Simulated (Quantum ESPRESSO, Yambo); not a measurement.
# A GW chain in Yambo: AlN (P6_3mc), part 2 of 2

Aim: the G0W0 gap of AlN (P6_3mc) on PBE, step by step.

Quantum ESPRESSO 7.5 and Yambo 5.3.0; PBE and many-body steps on it, plane waves. Known limits of the many-body steps: not at the basis limit.

So far. Step 2 (Ground state): The gap is direct, at Γ. Step 3 (Bands along the symmetry lines): The gap is 4.221 eV, as in the run before at this level.

The database entry behind the starting cell differs from later determinations by our own check (inner coordinate u about 0.002 short), so it need not match the best structure at ambient conditions.

### 4. Empty states on the mesh, 6×6×4 mesh, 276 bands

Level of this step: DFT, PBE, plane waves, norm-conserving pseudopotentials (Quantum ESPRESSO).

The sums over transitions need many empty states on a uniform mesh; this step solves for them.

pw.in

```
&control
  calculation = 'nscf'
  prefix = 'x'
  outdir = 'o'
  pseudo_dir = 'pseudo'
/
&system
  ibrav = 0
  nat = 4
  ntyp = 2
  ecutwfc = 72.0
  nbnd = 276
  force_symmorphic = .true.
/
&electrons
  conv_thr = 1e-9
  electron_maxstep = 80
  diago_full_acc = .true.
  diago_thr_init = 5e-6
/
ATOMIC_SPECIES
  Al 26.982 Al.upf
  N 14.007 N.upf
CELL_PARAMETERS angstrom
  3.1130000000 -0.0000000000 0.0000000000
  -1.5565000000 2.6959370820 0.0000000000
  0.0000000000 0.0000000000 4.9810000000
ATOMIC_POSITIONS crystal
  Al 0.3333333333 0.6666666667 0.0000000000
  Al 0.6666666667 0.3333333333 0.5000000000
  N 0.3333333333 0.6666666667 0.3800000000
  N 0.6666666667 0.3333333333 0.8800000000
K_POINTS automatic
  6 6 4 0 0 0
```

Command:

```console
$ OMP_NUM_THREADS=1 mpirun -n 4 pw.x -nk 4 -in pw.in > pw.out
```

Output:

```text
[banner, memory and clock lines left out]
Program PWSCF v.7.5 starts

     Atomic positions and unit cell read from directory:
     o/x.save/

     Message from routine setup:
     using ibrav=0 with symmetry is DISCOURAGED, use correct ibrav instead

     G-vector sticks info

     bravais-lattice index     =            0
     lattice parameter (alat)  =       5.8827  a.u.
     unit-cell volume          =     282.0993 (a.u.)^3
     number of atoms/cell      =            4
     number of atomic types    =            2
     number of electrons       =        16.00
     number of Kohn-Sham states=          276
     kinetic-energy cutoff     =      72.0000  Ry
     charge density cutoff     =     288.0000  Ry
     Exchange-correlation= PBE
                           (   1   4   3   4   0   0   0)

     celldm(1)=   5.882717  celldm(2)=   0.000000  celldm(3)=   0.000000
     celldm(4)=   0.000000  celldm(5)=   0.000000  celldm(6)=   0.000000

     crystal axes: (cart. coord. in units of alat)
               a(1) = (   1.000000  -0.000000   0.000000 )
               a(2) = (  -0.500000   0.866025   0.000000 )
               a(3) = (   0.000000   0.000000   1.600064 )

     reciprocal axes: (cart. coord. in units 2 pi/alat)
               b(1) = (  1.000000  0.577350 -0.000000 )
               b(2) = (  0.000000  1.154701 -0.000000 )
               b(3) = ( -0.000000 -0.000000  0.624975 )
     Pseudo is Norm-conserving + core correction, Zval =  3.0
     Generated using ONCVPSP code by D. R. Hamann
     Using radial grid of 1876 points,  6 beta functions with:
     Pseudo is Norm-conserving + core correction, Zval =  5.0
     Generated using ONCVPSP code by D. R. Hamann
     Using radial grid of 1058 points,  4 beta functions with:
     Al                3.00    26.98200     Al( 1.00)
     N                 5.00    14.00700     N ( 1.00)

      6 Sym. Ops. (no inversion) found

   Cartesian axes

     site n.     atom                  positions (alat units)
         1        Al     tau(   1) = (  -0.0000000   0.5773503   0.0000000  )
         2        Al     tau(   2) = (   0.5000000   0.2886751   0.8000321  )
         3        N      tau(   3) = (  -0.0000000   0.5773503   0.6080244  )
         4        N      tau(   4) = (   0.5000000   0.2886751   1.4080565  )

     number of k points=    24
                       cart. coord. in units 2pi/alat
        k(    1) = (   0.0000000   0.0000000   0.0000000), wk =   0.0138889
        k(    2) = (   0.0000000   0.0000000   0.1562437), wk =   0.0277778
        k(    3) = (   0.0000000   0.0000000  -0.3124875), wk =   0.0138889
[...]
[... 12 further rows ...]
        k(   23) = (   0.0000000  -0.3849002   0.1562437), wk =   0.0833333
        k(   24) = (  -0.1666667  -0.4811252   0.1562437), wk =   0.1666667

     Dense  grid:    23187 G-vectors     FFT dimensions: (  32,  32,  54)

     The potential is recalculated from file :
     o/x.save/charge-density

     Starting wfcs are   16 randomized atomic wfcs +  260 random wfcs

     Band Structure Calculation

     End of band structure calculation

          k = 0.0000 0.0000 0.0000 (  2863 PWs)   bands (ev):

    -8.0385  -5.8877   1.1322   6.2756   6.2756   6.9268   6.9268   7.1067
    11.3272  13.7824  17.6990  18.2976  18.2976  20.2844  20.2886  20.2886
    21.6418  21.6418  21.9213  24.4378  24.4378  26.5454  29.5081  29.8483
[...]
[... 23 further rows ...]
[...]
188.8426 189.7108 190.1361 190.9566

          k = 0.0000 0.0000 0.1562 (  2893 PWs)   bands (ev):

[...]
[... 23 further rows ...]
[...]
187.2461 188.8877 188.8877 188.9158

          k = 0.0000 0.0000-0.3125 (  2858 PWs)   bands (ev):

[...]
76.5466  76.5466  76.9146  76.9146  76.9146  76.9146  77.7650  77.7650
     [... 23 further rows ...]
   182.9558 182.9558 187.6905 187.6905 187.6905 187.6905 191.0097 191.0097
   191.0097 191.0097 192.5060 192.5060

          k = 0.0000 0.1925 0.0000 (  2896 PWs)   bands (ev):

     [... further k-points ...]

     highest occupied, lowest unoccupied level (ev):     7.1067   11.3272

     XML data file, pseudopotentials, collected wavefunctions
```

Wall time 57 s (4 MPI ranks of Arm Neoverse V1, shared host); peak memory 0.47 GiB.

This step gave:

```yaml
gap: 4.221 eV
k_of_the_valence_top: 0, 0, 0
k_of_the_conduction_bottom: 0, 0, 0
least_direct_gap: 4.221 eV
k_points_computed: 24
lowest_point_of_the_top_converged_band_above_the_valence_top: 181.8092 eV
```

On this mesh the gap is 4.221 eV.

### 5. Conversion and set-up

This step: Yambo 5.3.0; conversion and set-up on PBE, plane waves, norm-conserving pseudopotentials.

The states are converted to the many-body program's format and the q mesh is built.

Command:

```console
$ (cd o/x.save; p2y > p2y.log; mv SAVE ../..); yambo > setup.log
```

Output:

```text
 Yambo, version 5.3.0

 [02] CORE Variables Setup
 =========================

  [02.01] Unit cells
  ==================

  Cell kind             :  HCP
  Atoms in the cell     :  Al  N
  number of Al atoms    :  2
  number of N  atoms    :  2

  List of atomic masses
  Mass of Al    :  26.98200
  Mass of N     :  14.00700

  List of atomic coordinates    : [cc]
  Al1       : -0.29414E-09   3.3964       0.0000      order 1
  Al2       :  2.941359  1.698194  4.706363  order 2
  N1       : -0.29414E-09   3.3964       3.5768      order 3
  N2       :  2.941359  1.698194  8.283199  order 4

  Alat factors          :  5.882717  5.094583  9.412726 [a.u.]
  Direct lattice volume :  282.0993 [a.u.]
  Direct lattice vectors:  A[ 1 ]  A[ 2 ]  A[ 3 ]
   A[ 1 ]:  1.000000 -0.000000  0.000000  [iru]
   5.882717 -0.000000  0.000000  [cc]
   A[ 2 ]: -0.500000  1.000000  0.000000  [iru]
  -2.941359  5.094583  0.000000  [cc]
   A[ 3 ]:  0.000000  0.000000  1.000000  [iru]
   0.000000  0.000000  9.412726  [cc]

  Recip. lattice volume :  0.879301 [a.u.]
  Recip. lattice vectors:  B[ 1 ]  B[ 2 ]  B[ 3 ]
   B[ 1 ]:  1.000000  0.500000  0.000000  [iku]
   1.068075  0.616654 -0.000000  [cc]
   B[ 2 ]:  0.000000  1.000000  0.000000  [iku]
   0.000000  1.233307 -0.000000  [cc]
   B[ 3 ]:  0.000000  0.000000  1.000000  [iku]
  -0.000000 -0.000000  0.667520  [cc]

  [02.02] Symmetries
  ==================

  Inversion symmetry    : yes
  Spatial inversion     : no
  Inversion index       :   7
  K-space Time-reversal : yes
  Magnetic symmetries   : no
  Time-reversal derived K-space symmetries:   7  12
  Group table correct   : yes
  Symmetries units      :  [cc]

   [S  1]:   1.0000       0.0000       0.0000     -0.10606E-18   1.0000       0.0000       0.0000       0.0000       1.0000
   [S  2]: -0.500000  0.866025  0.000000 -0.866025 -0.500000  0.000000  0.000000  0.000000  1.000000
   [S  3]: -0.500000 -0.866025  0.000000  0.866025 -0.500000  0.000000  0.000000  0.000000  1.000000
   [S  4]:  -1.0000       0.0000       0.0000      0.10606E-18   1.0000       0.0000       0.0000       0.0000       1.0000
   [S  5]:  0.500000  0.866025  0.000000  0.866025 -0.500000  0.000000  0.000000  0.000000  1.000000
   [S  6]:  0.500000 -0.866025  0.000000 -0.866025 -0.500000  0.000000  0.000000  0.000000  1.000000
   [S* 7]:  -1.0000      -0.0000      -0.0000      0.10606E-18  -1.0000      -0.0000      -0.0000      -0.0000      -1.0000
   [S* 8]:  0.500000 -0.866025 -0.000000  0.866025  0.500000 -0.000000 -0.000000 -0.000000 -1.000000
   [S* 9]:  0.500000  0.866025 -0.000000 -0.866025  0.500000 -0.000000 -0.000000 -0.000000 -1.000000
   [S*10]:   1.0000      -0.0000      -0.0000     -0.10606E-18  -1.0000      -0.0000      -0.0000      -0.0000      -1.0000
   [S*11]: -0.500000 -0.866025 -0.000000 -0.866025  0.500000 -0.000000 -0.000000 -0.000000 -1.000000
[...]
K [14]         [rlu]:  0.166667  0.166667  0.250000
         WF components:  2906
  [... 9 further k-points ...]
  K [24]         [rlu]: -0.166667 -0.333333  0.250000
         WF components:  2918

  [02.05] Energies & Occupations
  ==============================

  [X] === General ===
  [X] Electronic Temperature                        :  0.000000  0.000000 [eV K]
  [X] Bosonic    Temperature                        :  0.000000  0.000000 [eV K]
  [X] Finite Temperature mode                       : no
  [X] El. density                                   :  0.38275E+24 [cm-3]
  [X] Fermi Level                                   :  7.106664 [eV]

  [X] === Gaps and Widths ===
  [X] Conduction Band Min                           :  4.220509 [eV]
  [X] Valence Band Max                              :  0.000000 [eV]
  [X] Filled Bands                                  :   8
  [X] Empty Bands                                   :    9  276
  [X] Direct Gap                                    :  4.220509 [eV]
  [X] Direct Gap localized at k                     :  1
  [X] Indirect Gap                                  :  4.220509 [eV]
  [X] Indirect Gap between kpts                     :  1  1
  [X] Last valence band width                       :  2.371270 [eV]
  [X] 1st conduction band width                     :  3.218767 [eV]

  E @ K [ 1]:  [eV]
  -15.14520 -12.99438  -5.97443  -0.83104  -0.83104  -0.17988  -0.17988   0.00000
[...]
occ @ K [ 1]
[...]
E @ K [ 2]:  [eV]
[...]
occ @ K [ 2]
[...]
E @ K [ 3]:  [eV]
[...]
occ @ K [ 3]
[...]
E @ K [ 8]:  [eV]
[...]
occ @ K [ 8]
[...]
E @ K [ 9]:  [eV]
[...]
occ @ K [ 9]
[...]
E @ K [10]:  [eV]
[...]
occ @ K [10]
[...]
E @ K [11]:  [eV]
[...]
occ @ K [11]
[...]
E @ K [12]:  [eV]
[...]
occ @ K [12]
[...]
E @ K [13]:  [eV]
[...]
occ @ K [13]
[...]
E @ K [14]:  [eV]
[...]
occ @ K [14]
[...]
[... 9 further k-points ...]
  E @ K [24]:  [eV]
[...]
occ @ K [24]
   2.000000  2.000000  2.000000  2.000000  2.000000  2.000000  2.000000  2.000000
   0.000000  0.000000  0.000000  0.000000  0.000000  0.000000  0.000000  0.000000

 [03] Transferred momenta grid and indexing
 ==========================================

 IBZ Q-points                                      :  24
 BZ  Q-points                                      :  144

 K/Q-points units:
 rlu = crystal or reduced units; cc = cartesian coordinates; iku = interal k-units

 Q [ 1]         [rlu]:  0.000000  0.000000  0.000000
 Q [ 2]         [rlu]:  0.000000  0.000000  0.250000
 Q [ 3]         [rlu]:  0.000000  0.000000 -0.500000
[...]
Q [ 8]         [rlu]: -0.40821E-19  0.33333      0.25000
 Q [ 9]         [rlu]: -0.40821E-19  0.33333     -0.50000
 Q [10]         [rlu]:  0.61232E-19 -0.50000       0.0000
     [... 12 further rows ...]
 Q [23]         [rlu]:  0.40821E-19 -0.33333      0.25000
 Q [24]         [rlu]: -0.166667 -0.333333  0.250000

  [03.01] X indexes
  =================

   [03.01.01] Sigma indexes
   ========================

 [06] Game Over & Game summary
```

Elapsed: 2.6 s, on 1 MPI rank; peak memory 0.24 GiB.

### 6. Screening and self-energy, 6×6×4 mesh, 276 bands, screening to 217.7 eV

Now the one-shot GW correction: screening in the RPA, then the self-energy of the levels asked for.

This step: G0W0 on PBE, plane waves, norm-conserving pseudopotentials.

gw3.in

```
HF_and_locXC
gw0
dyson
ppa
em1d
rim_cut
RandQpts= 1000000
RandGvec= 1 RL
EXXRLvcs= 72 Ry
VXCRLvcs= 288 Ry
Chimod= "HARTREE"
% BndsRnXp
 1 | 276 |
%
NGsBlkXp= 16 Ry
% LongDrXp
 1 | 1 | 1 |
%
% GbndRnge
 1 | 276 |
%
DysSolver= "n"
ExtendOut
PPAPntXp= 27.21138 eV
% QPkrange
 1 | 1 | 7 | 10 |
%
```

Command:

```console
$ OMP_NUM_THREADS=1 mpirun -n 4 yambo -F gw3.in -J gw3 -C gw3 > gw3.log
```

Output:

```text
 Yambo, version 5.3.0

 [02] CORE Variables Setup
 =========================

  [... cell, symmetries and grids as in the set-up ...]

  [02.05] Energies & Occupations
  ==============================

  [X] === General ===
  [X] Electronic Temperature                        :  0.000000  0.000000 [eV K]
  [X] Bosonic    Temperature                        :  0.000000  0.000000 [eV K]
  [X] Finite Temperature mode                       : no
  [X] El. density                                   :  0.38275E+24 [cm-3]
  [X] Fermi Level                                   :  7.106664 [eV]

  [X] === Gaps and Widths ===
  [X] Conduction Band Min                           :  4.220509 [eV]
  [X] Valence Band Max                              :  0.000000 [eV]
  [X] Filled Bands                                  :   8
  [X] Empty Bands                                   :    9  276
  [X] Direct Gap                                    :  4.220509 [eV]
  [X] Direct Gap localized at k                     :  1
  [X] Indirect Gap                                  :  4.220509 [eV]
  [X] Indirect Gap between kpts                     :  1  1
  [X] Last valence band width                       :  2.371270 [eV]
  [X] 1st conduction band width                     :  3.218767 [eV]

 [03] Transferred momenta grid and indexing
 ==========================================

 IBZ Q-points                                      :  24
 BZ  Q-points                                      :  144

 K/Q-points units:
 rlu = crystal or reduced units; cc = cartesian coordinates; iku = interal k-units

 Q [ 1]         [rlu]:  0.000000  0.000000  0.000000
 Q [ 2]         [rlu]:  0.000000  0.000000  0.250000
 Q [ 3]         [rlu]:  0.000000  0.000000 -0.500000
 Q [ 4]         [rlu]: -0.20411E-19  0.16667       0.0000
 Q [ 5]         [rlu]: -0.20411E-19  0.16667      0.25000
 Q [ 6]         [rlu]: -0.20411E-19  0.16667     -0.50000
 Q [ 7]         [rlu]: -0.40821E-19  0.33333       0.0000
 Q [ 8]         [rlu]: -0.40821E-19  0.33333      0.25000
 Q [ 9]         [rlu]: -0.40821E-19  0.33333     -0.50000
 Q [10]         [rlu]:  0.61232E-19 -0.50000       0.0000
     [... 12 further rows ...]
 Q [23]         [rlu]:  0.40821E-19 -0.33333      0.25000
 Q [24]         [rlu]: -0.166667 -0.333333  0.250000

 [04] Coloumb potential Random Integration (RIM)
 ===============================================

  [04.01] RIM initialization
  ==========================

  * Diagonal components only detected *

  8 x (sBL volume)        :  0.048850 [a.u.]
  sBZ random points       :  1000000
  Points outside the sBZ  :   7993074
  RL volume               :  0.879301 [a.u.]
  Integrated volume       :  0.880063 [a.u.]

  [04.02] RIM integrals
  =====================

  Gamma point sphere radius             :  0.066309 [a.u.]
  Points outside the sphere             :   799492
  [Int_sBZ(q=0) 1/q^2]*(Vol_sBZ)^(-1/3) =:  7.696680
                                 should be <:  7.795600

  Summary of Coulomb integrals for non-metallic bands |Q|[au] RIM/Bare

  Q [1] 0.100000E-4 0.987311 * Q [2] 0.166880 0.999150
  Q [4] 0.205551 1.083344 * Q [22] 0.264765 1.045696
  Q [5] 0.264765 1.046224 * Q [3] 0.333760 1.007631
  Q [13] 0.356025 1.029661 * Q [6] 0.391978 1.013397
  Q [14] 0.393196 1.022591 * Q [7] 0.411102 1.022260
  Q [23] 0.443682 1.017481 * Q [8] 0.443682 1.017967
  Q [15] 0.488006 1.012083 * Q [9] 0.529529 1.010885
  Q [16] 0.543837 1.013258 * Q [24] 0.568866 1.011065
  Q [17] 0.568866 1.011619 * Q [10] 0.616654 1.010009
  Q [18] 0.638087 1.008488 * Q [11] 0.638835 1.009038
  Q [12] 0.701183 1.006935 * Q [19] 0.712050 1.008167
  Q [20] 0.731344 1.007550 * Q [21] 0.786391 1.006247

 [05] Dipoles
 ============

  [05.01] Setup: observables and procedures
  =========================================

  [WARNING] [x,Vnl] slows the Dipoles computation. To neglect it rename the ns.kb_pp file

 [06] Dynamic Dielectric Matrix (PPA)
 ====================================

 [WR./gw3//ndb.pp]---------------------------------------------------------------
  Brillouin Zone Q/K grids (IBZ/BZ)                :   24  144   24  144
  RL vectors                                       :   3777 [WF]
  Coulomb cutoff potential                         : none
  Electronic Temperature                           :  0.000000 [K]
  Bosonic    Temperature                           :  0.000000 [K]
  PPA    diel. fun.  energies                      : Perdew, Burke & Ernzerhof(X)+Perdew, Burke & Ernzerhof(C)
  wavefunctions                                    : Perdew, Burke & Ernzerhof(X)+Perdew, Burke & Ernzerhof(C)
  Global Gauge                                     : length
  X matrix size                                    :  313
  X band range                                     :    1  276
  X e/h energy range                               : -1.000000 -1.000000 [eV]
  X Time ordering                                  : R
  X Hxc Kernel                                     : HARTREE
  X Drude frequency                                :  0.000000  0.000000
  X poles                                          :  100.0000 [o/o]
  RL vectors in the sum                            :   3777
  [r,Vnl] included                                 : yes
  Field direction                                  :  0.577350E-5  0.577350E-5  0.577350E-5
  BZ energy Double Grid                            : no
  BZ energy DbGd points                            : 0
  BZ Q point size factor                           : -1.000000
  X Optical Averaged directions                    : none

 [07] Local Exchange-Correlation + Non-Local Fock
 ================================================

 [VXC] Plane waves :  23187
 [EXS] Plane waves :  2875

 QP @ state[ 1 ] K range:  1  1
 QP @ state[ 1 ] b range:   7  10

 [xc] Functional : Perdew, Burke & Ernzerhof(X)+Perdew, Burke & Ernzerhof(C)
 [xc] LIBXC used to calculate xc functional
  PP Number of Atomic Species                      :  2
  NLCC RL compoments                               :  23187
  PP Number of Atomic Species                      :  2
  NLCC RL compoments                               :  23187

 [xc] E_xc :  -6.913625 [Ha]
      E_xc :  -13.82725 [Ry]

  Local XC kind (lXC) : Perdew, Burke & Ernzerhof(X)+Perdew, Burke & Ernzerhof(C)
  Non-Local XC kind (nlXC) : Hartree-Fock

  Corrections @ K [1] :  [eV]
 <7|nlXC|7> = -20.91566  0.23917E-16 <7|lXC|7> = -16.96801  0.48934E-26
 <8|nlXC|8> = -20.95694 -0.31178E-16 <8|lXC|8> = -17.07789 -0.26980E-21
 <9|nlXC|9> = -8.089297 -0.32363E-17 <9|lXC|9> = -12.52688  0.18882E-15
 <10|nlXC|10> = -5.828715  0.24945E-18 <10|lXC|10> = -10.83589  0.37764E-15

 [08] Dyson equation: Newton solver
 ==================================

  [08.01] G0W0 (W PPA)
  ====================

  [  GW  ] Bands range     :    1  276
  [GW/PPA] G damping       :  0.100000 [eV]

  QP @ state[ 1 ] K range:  1  1
  QP @ state[ 1 ] b range:   7  10

   Sc/G bands                                       :    1  276
   Sc/G damping                                     :  0.100000 ev
   Sc bands terminator                              : no
   Sx RL components                                 :  2875

   QP @ state[ 1 ] K range                          :  1  1
   QP @ state[ 1 ] b range                          :   7  10
   GF energies kind                                 : Perdew, Burke & Ernzerhof(X)+Perdew, Burke & Ernzerhof(C)
   GF WF`s kind                                     : Perdew, Burke & Ernzerhof(X)+Perdew, Burke & Ernzerhof(C)
   Xs energies kind                                 : Perdew, Burke & Ernzerhof(X)+Perdew, Burke & Ernzerhof(C)
   Xs WF`s kind                                     : Perdew, Burke & Ernzerhof(X)+Perdew, Burke & Ernzerhof(C)

 [11] Game Over & Game summary
```

Elapsed: 17 min, on 4 MPI ranks; peak memory 2.8 GiB; 67 min of CPU time.

Numbers from this step:

* G0W0 gap on the points computed: 5.652 eV
* starting gap on the mesh: 4.221 eV
* k of the valence top: 0, 0, 0
* k of the conduction bottom: 0, 0, 0
* least direct G0W0 gap on the computed points: 5.652 eV
* Z at the valence top: 0.7913
* Z at the conduction bottom: 0.8205

The gap on the mesh goes from 4.22 eV to 5.65 eV, a correction of +1.43 eV.

Limits: finite bands, cutoff and mesh. v1 is the top filled band, c1 the lowest empty one. The levels before and after the correction (eV, zero at the valence-band top of each column):

```
           conduction bottom  valence top
Kohn-Sham               4.22         0.00
     G0W0               5.65         0.00
```

|  | level | energy (eV) |
| --- | --- | --- |
| Kohn-Sham | Γ v2 | -0.180 |
| Kohn-Sham | Γ v1 | 0.000 |
| Kohn-Sham | Γ c1 | 4.221 |
| Kohn-Sham | Γ c2 | 6.676 |
| G0W0 | Γ v2 | -0.204 |
| G0W0 | Γ v1 | 0.000 |
| G0W0 | Γ c1 | 5.652 |
| G0W0 | Γ c2 | 8.164 |

### 7. Where the time went

Times are wall times on the hardware named with each run. The host was busy with other work, so they are no guide to cost.

```csv
step,time,share,memory (GiB)
ground state,5.9 s,1 %,0.21
bands along the symmetry lines,4.7 s,0 %,0.18
empty states on the mesh,57 s,5 %,0.47
conversion and set-up,2.6 s,0 %,0.24
screening and self-energy,17 min,93 %,2.8
```

### 8. What came out

| Quantity | Value |
| --- | --- |
| PBE gap | 4.22 eV, direct |
| G0W0 gap on the mesh | 5.65 eV |
| GW settings | 6×6×4 mesh, 276 bands, screening to 217.7 eV, Godby-Needs plasmon pole |
| known limits | not at the basis limit |

In words: G0W0 moves the gap on the mesh from 4.22 eV to 5.65 eV (+1.43 eV), with Z of 0.79 and 0.82 at the edges. Only 1 of the mesh's irreducible points was corrected, so a valley elsewhere could overtake. The dearest step here is «screening and self-energy». Bands and cutoff are finite, so the gap is not at the basis limit. The miss can reach some tenths of an eV and take either sign; the mesh is an error of its own. In the G0W0 run levels were corrected at 1 k point alone, so a gap called «on the mesh» is the least over those, and an edge elsewhere would be missed.

[Paths, hosts, dates, memory and timing lines, banners, echoed tables and standing remarks are left out of the program output.]

[Logs are printed without paths, hosts, clocks, repeated set-up lines and the standing remarks that a program may print on its own settings, such as how far it seeks lower states.]

[Runs of the session that timed out or met a known fault of the program may be left out.]

[Hosts, paths, dates, database ids (printed as entryN), source tags and the programs' standing remarks are cut or masked in the printed files.]
